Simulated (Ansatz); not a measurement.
diamond against fcc along group 14

All numbers below come from Ansatz, DFT, PBE, plane waves (420 eV) with PAW, scalar-relativistic.

Each structure is relaxed within its symmetry, in the lowest magnetic state of the tried starts. Differences under about 8 meV lie within the error of the k-point mesh.

| element | E(diamond) − E(fcc) (meV/atom) | V(diamond) (Å³/atom) | V(fcc) (Å³/atom) | state of diamond | state of fcc |
| --- | --- | --- | --- | --- | --- |
| C | -4439 | 5.70 | 7.32 | spin not included | spin not included |
| Si | ? | ? | ? | ? | ? |
| Ge | -329 | 24.04 | 19.56 | spin not included | spin not included |
| Pb | 259 | 44.03 | 31.91 | spin not included | spin not included |

Question: Fill in the row of Si.

Answer: E(diamond) − E(fcc) (meV/atom): -533; V(diamond) (Å³/atom): 20.47; V(fcc) (Å³/atom): 14.44; state of diamond: spin not included; state of fcc: spin not included.
